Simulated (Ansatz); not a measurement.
Below is a relaxed structure of Pt. The cell was found from a structure generator's guess, not taken from experiment.

All numbers below come from Ansatz, DFT PBE, scalar-relativistic, plane waves, PAW. Cutoff 420 eV, Γ-centred mesh, Gaussian smearing, no spin polarisation.

```
Pt
1.0
     2.62421    0.00000    0.00000
     0.00000    2.62421    0.00000
     0.00000    0.00000    2.62421
Pt
1
Cartesian
  1.3121 1.3121 1.3121
```

Energies count from the standard state of Pt at the same level.

Task: Find its symmetry and describe it.

Result: Pm-3m (No. 221), the simple cubic type. Conventional cell: a = 2.624 Å. Pt is surrounded by 6 Pt at 2.62 Å.

Task: How far does it lie from the standard state of Pt?

Result: +0.46 eV/atom. So it is a metastable form at best.

Task: Is it a metal?

Result: Yes, bands cross the Fermi level on the 20×20×20 mesh.

The last run used a 20×20×20 mesh for its 1-atom cell and Gaussian smearing of 0.10 eV. Spin–orbit coupling, which can matter for Pt, is left out. Symmetry constrained the relaxation, so the result can be a saddle point.
